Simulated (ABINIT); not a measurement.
# Pb (Im-3m) in ABINIT: single point with LDA

Aim: the single point of Pb with LDA.

All numbers are computed with ABINIT 10.8.3 (patched build); they aren't measurements. Logs are shortened: lines on timing, memory, paths and dates and some standing lists are left out, and cuts for length are marked. The log counts tension as positive stress, the text compression.

## (1) Starting point

Symmetry: Im-3m, No. 229, cubic system. The conventional cell has a = 3.959 Å, b = 3.959 Å, c = 3.959 Å, α = 90.00°, β = 90.00°, γ = 90.00°. Pb (site symmetry m-3m) is surrounded by 8 Pb at 3.43 Å.

This isn't the form of Pb at room conditions, which is fcc.

## (2) Single point, LDA

File run.abi:

```
# Pseudopotentials
pp_dirpath "./"
pseudos "Pb.upf"

# Structure
acell 3*1.0
rprim
    -3.7410144011     3.7410144011     3.7410144011
     3.7410144011    -3.7410144011     3.7410144011
     3.7410144011     3.7410144011    -3.7410144011
ntypat 1
znucl 82
natom 1
typat 1
xred
     0.0000000000     0.0000000000     0.0000000000

# Plane-wave basis
ecut 26.0

# k points
kptopt 1
ngkpt 7 7 7
nshiftk 1
shiftk 0.0 0.0 0.0

# Exchange and correlation
ixc 7

# Bands and occupations
nband 11
occopt 3
tsmear 0.00183747

# SCF cycle
nstep 100
tolvrs 1.0e-10

# Output
iomode 3
prtwf 0
prtden 0
prteig 0
prtebands 0
enunit 2
```

Potentials or basis: PseudoDojo NC SR LDA v0.4.1 standard.

The run is started by

```bash
$ abinit run.abi > log 2>&1
```

run.abo:

```text
.Version 10.8.3 of ABINIT
 Symmetries : space group Im -3 m (#229); Bravais cI (body-center cubic)
================================================================================
 Values of the parameters that define the memory need of the present run
     intxc =       0    ionmov =       0      iscf =       7    lmnmax =       6
     lnmax =       6     mgfft =      30  mpssoang =       3    mqgrid =    3001
     natom =       1  nloc_mem =       1    nspden =       1   nspinor =       1
    nsppol =       1      nsym =      48    n1xccc =    2501    ntypat =       1
    occopt =       3   xclevel =       1
       mpw =        1345          nfft =       27000          nkpt =          20
================================================================================
================================================================================

--------------------------------------------------------------------------------
------------- Echo of variables that govern the present computation ------------
--------------------------------------------------------------------------------
 -outvars: echo values of preprocessed input variables --------
            acell      1.0000000000E+00  1.0000000000E+00  1.0000000000E+00 Bohr
              amu      2.07200000E+02
             ecut      2.60000000E+01 Hartree
           enunit           2
              ixc           7
         kptrlatt        7    0    0      0    7    0      0    0    7
          kptrlen      4.53573891E+01
            natom           1
            nband          11
            ngfft          30      30      30
             nkpt          20
            nstep         100
             nsym          48
           ntypat           1
           occopt           3
           prtden           0
        prtebands           0
           prteig           0
            prtwf           0
            rprim     -3.7410144011E+00  3.7410144011E+00  3.7410144011E+00
                       3.7410144011E+00 -3.7410144011E+00  3.7410144011E+00
                       3.7410144011E+00  3.7410144011E+00 -3.7410144011E+00
          spgroup         229
           tolvrs      1.00000000E-10
           tsmear      1.83747000E-03 Hartree
            typat      1
            znucl       82.00000

================================================================================

 chkinp: Checking input parameters for consistency.

================================================================================
== DATASET  1 ==================================================================

--- !DatasetInfo
iteration_state: {dtset: 1, }
dimensions: {natom: 1, nkpt: 20, mband: 11, nsppol: 1, nspinor: 1, nspden: 1, mpw: 1345, }
cutoff_energies: {ecut:  26.0, pawecutdg:  -1.0, }
electrons: {nelect:   1.40000000E+01, charge:   0.00000000E+00, occopt:   3.00000000E+00, tsmear:   1.83747000E-03, }
meta: {optdriver: 0, ionmov: 0, optcell: 0, iscf: 7, paral_kgb: 0, }
...

 Exchange-correlation functional for the present dataset will be:
  LDA: Perdew-Wang 92 LSD fit to Ceperley-Alder data - ixc=7
  J.P.Perdew and Y.Wang, PRB 45, 13244 (1992)

 Real(R)+Recip(G) space primitive vectors, cartesian coordinates (Bohr,Bohr^-1):
 R(1)= -3.7410144  3.7410144  3.7410144  G(1)=  0.0000000  0.1336536  0.1336536
 R(2)=  3.7410144 -3.7410144  3.7410144  G(2)=  0.1336536  0.0000000  0.1336536
 R(3)=  3.7410144  3.7410144 -3.7410144  G(3)=  0.1336536  0.1336536  0.0000000
 Unit cell volume ucvol=  2.0942481E+02 bohr^3
 Angles (23,13,12)=  1.09471221E+02  1.09471221E+02  1.09471221E+02 degrees

 getcut: wavevector=  0.0000  0.0000  0.0000  ngfft=  30  30  30
         ecut(hartree)=     26.000   => boxcut(ratio)=   2.01706

--- Pseudopotential description ------------------------------------------------
- pspini: atom type   1  psp file is ./Pb.upf
12 -1012 2 -1 1638                            pspcod,pspxc,lmax,lloc,mmax
     nproj     2     2     2

   6.17979109E+02                                ecore*ucvol(ha*bohr**3)
--------------------------------------------------------------------------------

================================================================================

--- !BeginCycle
iteration_state: {dtset: 1, }
solver: {iscf: 7, nstep: 100, nline: 4, wfoptalg: 0, }
tolerances: {tolvrs: 1.00E-10, }
...

     iter   Etot(hartree)      deltaE(h)  residm     vres2
 ETOT  1  -70.231232758827    -7.023E+01 1.072E-01 7.370E-01
 ETOT  2  -70.260343966244    -2.911E-02 4.310E-03 2.370E-01
 ETOT  3  -70.260352035867    -8.070E-06 9.918E-04 1.682E-01
 ETOT  4  -70.260410120109    -5.808E-05 7.031E-04 9.554E-04
 ETOT  5  -70.260410502306    -3.822E-07 1.054E-04 1.872E-05
 ETOT  6  -70.260410508163    -5.857E-09 1.489E-04 7.919E-07
 ETOT  7  -70.260410508418    -2.548E-10 1.620E-05 3.914E-09
 ETOT  8  -70.260410508421    -3.155E-12 3.006E-05 1.878E-11

 At SCF step    8       vres2   =  1.88E-11 < tolvrs=  1.00E-10 =>converged.

 Cartesian components of stress tensor (hartree/bohr^3)
  sigma(1 1)=  1.27746978E-04  sigma(3 2)=  0.00000000E+00
  sigma(2 2)=  1.27746978E-04  sigma(3 1)=  0.00000000E+00
  sigma(3 3)=  1.27746978E-04  sigma(2 1)=  0.00000000E+00

--- !ResultsGS
iteration_state: {dtset: 1, }
comment   : Summary of ground state results
lattice_vectors:
- [ -3.7410144,   3.7410144,   3.7410144, ]
- [  3.7410144,  -3.7410144,   3.7410144, ]
- [  3.7410144,   3.7410144,  -3.7410144, ]
lattice_lengths: [   6.47963,    6.47963,    6.47963, ]
lattice_angles: [109.471, 109.471, 109.471, ] # degrees, (23, 13, 12)
lattice_volume:   2.0942481E+02
convergence: {deltae: -3.155E-12, res2:  1.878E-11, residm:  3.006E-05, diffor: null, }
etotal    :  -7.02604105E+01
entropy   :   0.00000000E+00
fermie    :   1.84282753E-01
cartesian_stress_tensor: # hartree/bohr^3
- [  1.27746978E-04,   0.00000000E+00,   0.00000000E+00, ]
- [  0.00000000E+00,   1.27746978E-04,   0.00000000E+00, ]
- [  0.00000000E+00,   0.00000000E+00,   1.27746978E-04, ]
pressure_GPa:  -3.7584E+00
xred      :
- [  0.0000E+00,   0.0000E+00,   0.0000E+00, Pb]
cartesian_forces: # hartree/bohr
- [ -0.00000000E+00,  -0.00000000E+00,  -0.00000000E+00, ]
force_length_stats: {min:   0.00000000E+00, max:   0.00000000E+00, mean:   0.00000000E+00, }
...

 Integrated electronic density in atomic spheres:
 ------------------------------------------------
 Atom  Sphere_radius  Integrated_density
    1        2.00000         10.02867588
================================================================================

 ----iterations are completed or convergence reached----

 Mean square residual over all n,k,spin=   34.753E-08; max=  30.058E-06
 reduced coordinates (array xred) for    1 atoms
       0.000000000000      0.000000000000      0.000000000000
 rms dE/dt=  0.0000E+00; max dE/dt=  0.0000E+00; dE/dt below (all hartree)
    1       0.000000000000      0.000000000000      0.000000000000

 cartesian coordinates (angstrom) at end:
    1      0.00000000000000     0.00000000000000     0.00000000000000

 cartesian forces (hartree/bohr) at end:
    1     -0.00000000000000    -0.00000000000000    -0.00000000000000
 frms,max,avg= 0.0000000E+00 0.0000000E+00   0.000E+00  0.000E+00  0.000E+00 h/b

 cartesian forces (eV/Angstrom) at end:
    1     -0.00000000000000    -0.00000000000000    -0.00000000000000
 frms,max,avg= 0.0000000E+00 0.0000000E+00   0.000E+00  0.000E+00  0.000E+00 e/A
 length scales=  1.000000000000  1.000000000000  1.000000000000 bohr
              =  0.529177210544  0.529177210544  0.529177210544 angstroms
 Fermi (or HOMO) energy (hartree) =   0.18428   Average Vxc (hartree)=  -0.39311
 Eigenvalues (hartree) for nkpt=  20  k points:
 kpt#   1, nband= 11, wtk=  0.00292, kpt=  0.0000  0.0000  0.0000 (reduced coord)
  -0.44354   -0.44354   -0.44354   -0.43521   -0.43521   -0.24592    0.45160    0.45160
   0.45160    0.60448    0.60489
      occupation numbers for kpt#   1
   2.00000    2.00000    2.00000    2.00000    2.00000    2.00000    0.00000    0.00000
   0.00000    0.00000    0.00000
 prteigrs : prtvol=0 or 1, do not print more k-points.

 Fermi (or HOMO) energy (eV) =   5.01459   Average Vxc (eV)= -10.69713
 Eigenvalues (   eV  ) for nkpt=  20  k points:
 kpt#   1, nband= 11, wtk=  0.00292, kpt=  0.0000  0.0000  0.0000 (reduced coord)
 -12.06939  -12.06939  -12.06939  -11.84264  -11.84264   -6.69191   12.28857   12.28857
  12.28857   16.44870   16.45999
 prteigrs : prtvol=0 or 1, do not print more k-points.

--- !EnergyTerms
iteration_state     : {dtset: 1, }
comment             : Components of total free energy in Hartree
kinetic             :  3.43954023218114E+01
hartree             :  1.27485463399002E+01
xc                  : -1.97350876551661E+01
Ewald energy        : -4.76668678349649E+01
psp_core            :  2.95084000254631E+00
local_psp           : -3.87312902421965E+01
non_local_psp       : -1.42218358328613E+01
internal            : -7.02602929009308E+01
'-kT*entropy'       : -1.17607490000450E-04
total_energy        : -7.02604105084208E+01
total_energy_eV     : -1.91188316814582E+03
band_energy         : -4.41111138475489E+00
...

 Cartesian components of stress tensor (hartree/bohr^3)
  sigma(1 1)=  1.27746978E-04  sigma(3 2)=  0.00000000E+00
  sigma(2 2)=  1.27746978E-04  sigma(3 1)=  0.00000000E+00
  sigma(3 3)=  1.27746978E-04  sigma(2 1)=  0.00000000E+00

-Cartesian components of stress tensor (GPa)         [Pressure= -3.7584E+00 GPa]
- sigma(1 1)=  3.75844585E+00  sigma(3 2)=  0.00000000E+00
- sigma(2 2)=  3.75844585E+00  sigma(3 1)=  0.00000000E+00
- sigma(3 3)=  3.75844585E+00  sigma(2 1)=  0.00000000E+00

== END DATASET(S) ==============================================================
================================================================================

 -outvars: echo values of variables after computation  --------
            acell      1.0000000000E+00  1.0000000000E+00  1.0000000000E+00 Bohr
           etotal     -7.0260410508E+01
            fcart     -0.0000000000E+00 -0.0000000000E+00 -0.0000000000E+00
            rprim     -3.7410144011E+00  3.7410144011E+00  3.7410144011E+00
                       3.7410144011E+00 -3.7410144011E+00  3.7410144011E+00
                       3.7410144011E+00  3.7410144011E+00 -3.7410144011E+00
           strten      1.2774697778E-04  1.2774697778E-04  1.2774697778E-04
                       0.0000000000E+00  0.0000000000E+00  0.0000000000E+00
 Calculation completed.
```

Wall time 5.8 s (1 thread of Arm Neoverse V2, shared host); peak memory 0.06 GiB.

Results:

```yaml
Free_energy: -1911.8832 eV
Pressure: -3.8 GPa
Band_gap_on_the_k_mesh: none (metal or under the smearing width)
Valence_electrons_inside_the_program's_atomic_spheres: Pb 10.03 (radii [1.0584] Å)
```

The run has no spin-orbit coupling, so splittings on Pb are missing.
